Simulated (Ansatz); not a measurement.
A run of Ansatz 0.2.0:

The input input.yaml:

```yaml
crystal:
  lattice:
    - [-1.88252524, 1.88252524, 1.88252524]
    - [1.88252524, -1.88252524, 1.88252524]
    - [1.88252524, 1.88252524, -1.88252524]
  atoms:
    - { symbol: In, position: [0.0, 0.0, 0.0] }
hamiltonian:
  xc: blyp
  pseudopotentials: { kind: paw }
kpoints:
  mp_grid: { grid: [10, 10, 10] }
scf:
  occupations: { method: fermi_dirac, width: 0.05 }
output:
  forces: true
  stress: true
  eigenvalues: true
relax:
  f_tol: 0.01
  max_steps: 40
  cell: { stress_tol: 0.05 }
```

Potentials or basis: Ansatz PAW.

Command:

```console
$ ansatz run input.yaml --threads 2 --pin off --max-ram 5632MiB --backend cpu --events-out ev --progress --plain --runs-dir out
```

Hardware: 2 threads of Arm Neoverse V1, with other jobs on the host.

Problem. Estimate the wall time of this run.

Solution. It took 3.4 s on 2 threads of Arm Neoverse V1, with other jobs on the host, peak memory 0.29 GiB. Counts: scf iterations 26, plane waves 627, k points 47, bands 11, ion steps 5.
